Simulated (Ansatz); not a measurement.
SnO2: consecutive steps of a trajectory

All numbers below come from Ansatz, DFT PBE, scalar-relativistic, plane waves, PAW. The runs took a 420 eV cutoff, a shifted (0.5, 0.5, 0.5 steps) 2×2×2 mesh and Fermi–Dirac smearing (0.1 eV). The mesh is coarse. No spin polarisation.

18 atoms, starting at 1.04 times the perfect crystal's volume (space group P4_2/mnm, the cell as given, not relaxed at this level); Langevin thermostat and barostat at 1200 K (friction 0.005 fs⁻¹), target pressure 0 GPa; 59 steps of 4 fs. The run is short and not equilibrated. The steps keep the starting cell's plane waves. The time step is on the long side.

Positions in Å, velocities in 0.01 Å/fs, forces in eV/Å; dE is the potential energy from the first frame shown.

```xyz
18
Lattice="0.0000 -4.9199 3.3092 -4.9199 0.0000 3.3092 -4.9199 -4.9199 -3.3092" Properties=species:S:1:pos:R:3:v100:R:3:forces:R:3 pbc="T T T" time_fs=160.00 dE_eV=0.0000 T_K=868
Sn   -5.1868   -4.8212    0.0016    0.0772    0.0220    0.0238    1.4721   -0.0397    1.0001
Sn   -4.8981   -4.8492    3.3076   -0.3567   -0.0642   -0.5279   -2.7508   -2.0862   -1.2701
Sn   -0.0362   -0.0298    0.0612   -0.3269   -0.2873    0.1523    0.5346   -0.4054   -1.2861
Sn   -2.5523   -2.4708    1.5928   -0.0455    0.4579   -0.3330    0.5056   -0.0993   -1.2948
Sn   -7.4605   -7.4224    1.4879   -0.1551   -0.1983   -0.5024    0.2439    1.1027    2.6891
Sn   -7.6333   -7.2739    4.9098   -0.3351    0.0850   -0.2061    1.7121   -0.7323   -0.8325
O    -3.6223   -3.3799   -0.0624   -0.2506    1.0651   -0.1420    0.1118    0.6141    0.0893
O    -3.4931   -3.4684    3.1982    0.0867   -0.4244   -0.1810    1.5224    1.2257    0.1260
O    -8.4459   -8.1652    3.2454    0.1567    0.0614    0.2612   -0.7437   -1.5551   -0.3625
O    -3.9349   -0.8684    1.7247    1.1265    0.3604    0.6748   -0.0993    0.0875   -0.6411
O    -8.8463   -5.8538    1.6775   -0.1074    0.2583   -0.0890   -0.9747    0.5463   -0.9795
O    -4.1364   -5.8332    1.4684    0.0865    0.4465    0.2982    0.1376    0.4601    1.6481
O    -1.5108   -1.7215   -0.1588   -1.7189   -0.1528    0.0348   -0.0063    1.5859    1.1560
O    -6.3807   -6.5046   -0.0084   -0.3197    0.3205   -1.5853   -1.1971   -0.9516   -0.8318
O    -6.4867   -6.4236    3.2334    0.1216    0.4267    0.7082    0.2679   -0.2983    0.0172
O    -1.0286   -3.9059    1.4527   -0.3949   -1.1165    0.1884    0.1643   -0.4430    1.9913
O    -6.0671   -9.1272    1.6063   -0.8522   -0.6723    0.9075   -0.8234    1.1767   -0.6034
O    -5.9944   -3.9270    1.6865    0.3142   -0.2031    0.0763   -0.0771   -0.1881   -0.6154
18
Lattice="0.0000 -4.9211 3.3100 -4.9211 0.0000 3.3100 -4.9211 -4.9211 -3.3100" Properties=species:S:1:pos:R:3:v100:R:3:forces:R:3 pbc="T T T" time_fs=164.00 dE_eV=-0.0658 T_K=816
Sn   -5.1845   -4.8229    0.0021    0.1030   -0.0491    0.0067    1.6359    0.0037    1.1558
Sn   -4.9130   -4.8545    3.2873   -0.3188   -0.1391   -0.5194   -2.4197   -1.9091   -0.6746
Sn   -0.0482   -0.0408    0.0667   -0.2733   -0.2596    0.1222    0.3460   -0.2219   -1.4445
Sn   -2.5549   -2.4534    1.5781   -0.0545    0.4381   -0.4186    0.4425   -0.4143   -1.1167
Sn   -7.4705   -7.4302    1.4716   -0.2496   -0.0995   -0.3331    0.3584    1.1613    2.6389
Sn   -7.6467   -7.2721    4.9018   -0.2381    0.0907   -0.2534    1.7493   -0.6916   -0.8080
O    -3.6351   -3.3341   -0.0780   -0.3850    1.2100   -0.6255   -0.2069    0.1325    0.2083
O    -3.4820   -3.4782    3.1931    0.4835   -0.0329   -0.1107    1.3056    1.1455    0.1272
O    -8.4440   -8.1701    3.2599    0.0347   -0.1958    0.3977   -0.8173   -1.4622   -0.5824
O    -3.8989   -0.8516    1.7524    0.6750    0.5002    0.6762   -0.4604    0.1672   -0.7670
O    -8.8566   -5.8449    1.6680   -0.2740    0.2335   -0.3828   -0.7927    0.3523   -0.7995
O    -4.1289   -5.8165    1.4921    0.3206    0.4584    0.8151   -0.0176    0.4355    1.2222
O    -1.5769   -1.7208   -0.1565   -1.4873    0.2291    0.0840    0.6406    1.7702    1.1794
O    -6.3949   -6.4945   -0.0724   -0.2995    0.2428   -1.5207   -1.1071   -1.1083   -0.0625
O    -6.4818   -6.4080    3.2611    0.1833    0.4067    0.6020    0.1130   -0.4655   -0.2838
O    -1.0444   -3.9541    1.4695   -0.3863   -1.2112    0.6189    0.1333   -0.1671    1.8630
O    -6.1021   -9.1484    1.6402   -0.8031   -0.2608    0.6967   -0.6502    1.2852   -1.1717
O    -5.9821   -3.9408    1.6919    0.3563   -0.4186    0.1626   -0.2528   -0.0136   -0.6841
18
Lattice="0.0000 -4.9221 3.3107 -4.9221 0.0000 3.3107 -4.9221 -4.9221 -3.3107" Properties=species:S:1:pos:R:3:v100:R:3:forces:R:3 pbc="T T T" time_fs=168.00 dE_eV=-0.1268 T_K=816
Sn   -5.1786   -4.8266    0.0042    0.2465   -0.0861    0.0918    1.6120   -0.0114    0.9574
Sn   -4.9264   -4.8614    3.2675   -0.2931   -0.1502   -0.4923   -1.9470   -1.4558    0.1594
Sn   -0.0582   -0.0510    0.0712   -0.2320   -0.2444    0.0976    0.0652    0.0423   -1.6553
Sn   -2.5585   -2.4366    1.5612   -0.0992    0.4236   -0.4372    0.3439   -0.6705   -0.8324
Sn   -7.4806   -7.4348    1.4587   -0.1808   -0.0563   -0.3245    0.4639    1.1566    2.6192
Sn   -7.6569   -7.2692    4.8944   -0.1952    0.1315   -0.1681    1.8554   -0.6066   -0.8233
O    -3.6469   -3.2822   -0.1011   -0.2057    1.3521   -0.4972   -0.5369   -0.4336    0.4431
O    -3.4536   -3.4735    3.1882    0.8953    0.2561   -0.1713    0.6559    0.7135    0.0856
O    -8.4461   -8.1862    3.2772   -0.0512   -0.4974    0.4134   -0.7999   -1.2440   -0.7676
O    -3.8769   -0.8343    1.7743    0.4365    0.3758    0.3830   -0.6998    0.1612   -0.8906
O    -8.8708   -5.8345    1.6502   -0.3199    0.3233   -0.4823   -0.5849    0.1428   -0.4393
O    -4.1201   -5.8019    1.5292    0.1457    0.3246    0.9546   -0.1392    0.4170    0.6273
O    -1.6345   -1.7020   -0.1471   -1.3122    0.7320    0.3694    1.1798    1.7957    0.9957
O    -6.4130   -6.4893   -0.1297   -0.5012    0.1046   -1.2598   -0.7739   -0.9672    0.6210
O    -6.4830   -6.3934    3.2825   -0.1973    0.3727    0.4104   -0.0485   -0.6144   -0.4809
O    -1.0619   -4.0040    1.5050   -0.4686   -1.2189    1.0849    0.2063    0.0514    1.4355
O    -6.1367   -9.1526    1.6621   -0.8297    0.1421    0.3584   -0.3473    1.2496   -1.3493
O    -5.9617   -3.9583    1.6945    0.6939   -0.3799   -0.0513   -0.5050    0.2733   -0.7054
18
Lattice="0.0000 -4.9230 3.3112 -4.9230 0.0000 3.3112 -4.9230 -4.9230 -3.3112" Properties=species:S:1:pos:R:3:v100:R:3:forces:R:3 pbc="T T T" time_fs=172.00 dE_eV=-0.1431 T_K=828
Sn   -5.1673   -4.8308    0.0094    0.3570   -0.0843    0.1605    1.2816   -0.1131    0.2649
Sn   -4.9386   -4.8696    3.2493   -0.2676   -0.2074   -0.4275   -1.5039   -0.8730    1.1942
Sn   -0.0673   -0.0608    0.0737   -0.2272   -0.2403    0.0211   -0.2391    0.3542   -1.8777
Sn   -2.5632   -2.4215    1.5429   -0.1146    0.3457   -0.4873    0.2313   -0.8804   -0.4456
Sn   -7.4866   -7.4370    1.4490   -0.0542    0.0116   -0.1743    0.5180    1.1229    2.6070
Sn   -7.6636   -7.2663    4.8872   -0.0686    0.0815   -0.2352    1.9481   -0.4662   -0.8722
O    -3.6558   -3.2349   -0.1224   -0.2390    0.9799   -0.5409   -0.7736   -0.9297    0.6607
O    -3.4133   -3.4593    3.1814    1.0405    0.4063   -0.2077   -0.2485    0.1090   -0.0040
O    -8.4501   -8.2138    3.2906   -0.0679   -0.7706    0.2259   -0.7034   -0.8906   -0.7909
O    -3.8568   -0.8170    1.7844    0.5691    0.4916    0.0980   -0.9668    0.1569   -0.9744
O    -8.8886   -5.8255    1.6314   -0.4718    0.1506   -0.4154   -0.3882   -0.0460    0.0124
O    -4.1161   -5.7858    1.5720    0.0986    0.5066    1.0909   -0.0683    0.2195   -0.0546
O    -1.6810   -1.6593   -0.1303   -0.9565    1.3954    0.4166    1.5152    1.5970    0.5545
O    -6.4420   -6.4919   -0.1754   -0.8225   -0.1218   -0.9522   -0.1634   -0.4900    1.2076
O    -6.4930   -6.3813    3.2909   -0.2621    0.2762   -0.0258   -0.1758   -0.6968   -0.5560
O    -1.0825   -4.0500    1.5583   -0.5312   -1.0315    1.4821    0.3740    0.1836    0.7185
O    -6.1731   -9.1394    1.6701   -0.8723    0.5663    0.0567    0.1681    1.0083   -1.1086
O    -5.9398   -3.9734    1.6850    0.4142   -0.2966   -0.4173   -0.8053    0.6343   -0.5358
18
Lattice="0.0000 -4.9236 3.3117 -4.9236 0.0000 3.3117 -4.9236 -4.9236 -3.3117" Properties=species:S:1:pos:R:3:v100:R:3:forces:R:3 pbc="T T T" time_fs=176.00 dE_eV=-0.0556 T_K=721
Sn   -5.1531   -4.8344    0.0144    0.3767   -0.0652    0.0737    0.7875   -0.2312   -0.5596
Sn   -4.9501   -4.8781    3.2331   -0.2727   -0.1753   -0.3876   -1.2353   -0.2832    2.2320
Sn   -0.0783   -0.0693    0.0740   -0.3259   -0.1792   -0.0073   -0.4599    0.6574   -2.0542
Sn   -2.5674   -2.4093    1.5229   -0.0798    0.2806   -0.5155    0.1098   -0.9996   -0.0219
Sn   -7.4875   -7.4375    1.4439    0.0587    0.0093   -0.0903    0.4394    1.1095    2.5220
Sn   -7.6667   -7.2630    4.8773   -0.0387    0.1304   -0.2925    2.0084   -0.3668   -0.8716
O    -3.6622   -3.2009   -0.1396   -0.0601    0.7057   -0.3048   -0.8312   -1.2049    0.7866
O    -3.3779   -3.4396    3.1737    0.6503    0.5372   -0.2139   -1.0910   -0.4234   -0.1299
O    -8.4576   -8.2487    3.2959   -0.2319   -0.8669    0.0356   -0.5435   -0.4208   -0.6253
O    -3.8411   -0.7969    1.7825    0.2147    0.5126   -0.2140   -1.1859    0.0861   -1.0477
O    -8.9064   -5.8189    1.6142   -0.3453    0.2044   -0.4005   -0.2445   -0.1730    0.4773
O    -4.1090   -5.7644    1.6128    0.3039    0.5668    0.8487    0.1093   -0.0930   -0.7742
O    -1.7029   -1.6020   -0.1104   -0.1291    1.4262    0.5143    1.5007    1.1469    0.0054
O    -6.4778   -6.4985   -0.2068   -0.8396   -0.0938   -0.5636    0.5474    0.1228    1.6636
O    -6.5068   -6.3776    3.2871   -0.3951   -0.0462   -0.1866   -0.2492   -0.6819   -0.5545
O    -1.1010   -4.0886    1.6219   -0.3763   -0.8557    1.5874    0.4758    0.3047   -0.1156
O    -6.2120   -9.1114    1.6695   -0.9514    0.8389   -0.0445    0.8292    0.5815   -0.6900
O    -5.9333   -3.9811    1.6669   -0.0687   -0.0334   -0.4637   -0.9670    0.8688   -0.2426
18
Lattice="0.0000 -4.9242 3.3121 -4.9242 0.0000 3.3121 -4.9242 -4.9242 -3.3121" Properties=species:S:1:pos:R:3:v100:R:3:forces:R:3 pbc="T T T" time_fs=180.00 dE_eV=0.1190 T_K=627
Sn   -5.1369   -4.8371    0.0164    0.4558   -0.0425    0.0139    0.3027   -0.2875   -1.1859
Sn   -4.9619   -4.8857    3.2193   -0.2876   -0.1692   -0.3058   -1.1171    0.1821    3.0764
Sn   -0.0910   -0.0757    0.0724   -0.3091   -0.1353   -0.0769   -0.5246    0.9144   -2.1516
Sn   -2.5688   -2.3994    1.5048    0.0223    0.2289   -0.3919   -0.0150   -0.9630    0.3271
Sn   -7.4862   -7.4392    1.4426    0.0428   -0.0483    0.0135    0.2143    1.1366    2.3631
Sn   -7.6693   -7.2612    4.8645   -0.0482   -0.0020   -0.3733    2.0215   -0.3672   -0.8560
O    -3.6687   -3.1759   -0.1546   -0.2323    0.5546   -0.4373   -0.7379   -1.2751    0.8597
O    -3.3615   -3.4175    3.1657    0.1193    0.5485   -0.2203   -1.6495   -0.7574   -0.2428
O    -8.4720   -8.2883    3.2914   -0.4127   -0.9985   -0.2426   -0.3148    0.1280   -0.3344
O    -3.8381   -0.7735    1.7698   -0.0439    0.6336   -0.4421   -1.2121   -0.1339   -1.1532
O    -8.9238   -5.8094    1.5977   -0.4503    0.2887   -0.3805   -0.0799   -0.3114    0.9354
O    -4.0958   -5.7391    1.6411    0.4040    0.6930    0.4881    0.2864   -0.3927   -1.3671
O    -1.6961   -1.5448   -0.0891    0.4364    1.3636    0.4951    1.1318    0.4961   -0.4576
O    -6.5123   -6.5023   -0.2245   -0.7795    0.0034   -0.2817    1.1204    0.6188    1.9508
O    -6.5261   -6.3858    3.2753   -0.5328   -0.3155   -0.4208   -0.2324   -0.5615   -0.5309
O    -1.1116   -4.1226    1.6827   -0.1585   -0.7941    1.3493    0.3694    0.5176   -0.9020
O    -6.2431   -9.0813    1.6671   -0.5029    0.6651   -0.0430    1.3987    0.1478   -0.3285
O    -5.9405   -3.9808    1.6490   -0.2594    0.0736   -0.4097   -0.9620    0.9083   -0.0025
18
Lattice="0.0000 -4.9248 3.3125 -4.9248 0.0000 3.3125 -4.9248 -4.9248 -3.3125" Properties=species:S:1:pos:R:3:v100:R:3:forces:R:3 pbc="T T T" time_fs=184.00 dE_eV=0.2718 T_K=605
Sn   -5.1192   -4.8379    0.0186    0.4556    0.0365    0.0917   -0.1385   -0.3106   -1.6850
Sn   -4.9750   -4.8952    3.2089   -0.3331   -0.2666   -0.2292   -1.0328    0.5107    3.5801
Sn   -0.1036   -0.0796    0.0689   -0.3164   -0.0588   -0.0930   -0.3047    1.1316   -2.0410
Sn   -2.5684   -2.3925    1.4886    0.0120    0.1336   -0.4229   -0.0594   -0.7632    0.5717
Sn   -7.4842   -7.4416    1.4435    0.1047   -0.0231    0.0180   -0.0909    1.0906    2.0898
Sn   -7.6719   -7.2626    4.8487   -0.0264   -0.0153   -0.4495    1.9219   -0.4711   -0.7856
O    -3.6869   -3.1579   -0.1665   -0.6146    0.3890   -0.1548   -0.4198   -1.1070    0.8623
O    -3.3641   -3.4019    3.1562   -0.2521    0.2441   -0.2795   -1.8819   -0.8596   -0.2723
O    -8.4959   -8.3273    3.2874   -0.6869   -0.8313    0.0462   -0.0204    0.6537   -0.1072
O    -3.8441   -0.7503    1.7477   -0.2166    0.4994   -0.6892   -1.0878   -0.4312   -1.2624
O    -8.9343   -5.7962    1.5871    0.0036    0.3918   -0.1183    0.0610   -0.4541    1.2685
O    -4.0839   -5.7157    1.6502    0.2387    0.4867   -0.0803    0.4454   -0.6256   -1.6560
O    -1.6663   -1.4885   -0.0743    0.9718    1.3527    0.2203    0.3818   -0.4021   -0.6643
O    -6.5409   -6.5034   -0.2280   -0.5618    0.0207    0.1108    1.4432    0.9133    1.9965
O    -6.5488   -6.4088    3.2512   -0.5418   -0.7621   -0.7966   -0.1328   -0.3422   -0.4360
O    -1.1116   -4.1480    1.7317    0.1332   -0.4167    0.9986    0.0777    0.7966   -1.6355
O    -6.2564   -9.0586    1.6607   -0.0813    0.4969   -0.2536    1.7090   -0.1466   -0.0316
O    -5.9546   -3.9728    1.6330   -0.3923    0.3438   -0.3790   -0.8710    0.8168    0.2078
```

**Question.** What is the next frame? The thermostat's random kicks make it one of many possible.

**Answer.**
```xyz
18
Lattice="0.0000 -4.9254 3.3129 -4.9254 0.0000 3.3129 -4.9254 -4.9254 -3.3129" Properties=species:S:1:pos:R:3:v100:R:3:forces:R:3 pbc="T T T" time_fs=188.00 dE_eV=0.3027 T_K=635
Sn   -5.1008   -4.8368    0.0196    0.4872    0.0453   -0.0485   -0.5307   -0.2811   -1.9956
Sn   -4.9869   -4.9044    3.2035   -0.2312   -0.1649   -0.0571   -0.9248    0.6924    3.5739
Sn   -0.1170   -0.0815    0.0628   -0.3444   -0.0297   -0.2077    0.3356    1.4143   -1.6268
Sn   -2.5670   -2.3869    1.4732    0.0749    0.1656   -0.3491    0.0521   -0.4566    0.8903
Sn   -7.4794   -7.4413    1.4461    0.1699    0.0765    0.0966   -0.4516    0.9269    1.7229
Sn   -7.6718   -7.2647    4.8316    0.0684   -0.0565   -0.4301    1.7229   -0.7209   -0.7216
O    -3.7079   -3.1463   -0.1693   -0.3686    0.2427    0.0039   -0.0008   -0.7940    0.7444
O    -3.3818   -3.3944    3.1450   -0.6054    0.1629   -0.2851   -1.8074   -0.7243   -0.2024
O    -8.5213   -8.3638    3.2859   -0.5011   -0.8953   -0.1206    0.2934    1.0819    0.0230
O    -3.8609   -0.7324    1.7131   -0.5756    0.3659   -1.0546   -0.8570   -0.7091   -1.2901
O    -8.9359   -5.7830    1.5895   -0.0381    0.2935    0.2336    0.0556   -0.5099    1.3102
O    -4.0725   -5.7012    1.6389    0.3495    0.2701   -0.4758    0.4270   -0.6422   -1.5060
O    -1.6233   -1.4343   -0.0704    1.0600    1.2325   -0.0188   -0.6737   -1.4908   -0.6196
O    -6.5547   -6.4985   -0.2098   -0.1010    0.2616    0.7573    1.4071    0.9606    1.6189
O    -6.5759   -6.4381    3.2131   -0.7548   -0.6317   -1.0941    0.0713   -0.0460   -0.2012
O    -1.1087   -4.1571    1.7665   -0.0254    0.0174    0.6527   -0.2596    1.0636   -2.2898
O    -6.2491   -9.0362    1.6487    0.4893    0.6511   -0.3250    1.7781   -0.3433    0.2179
O    -5.9759   -3.9542    1.6205   -0.6127    0.5777   -0.2375   -0.6376    0.5787    0.3516
```

Cost: 1 run of about 6.7 core-minutes (earlier runs that led there not counted), on Intel Xeon 6975P-C (Granite Rapids) (shared hosts).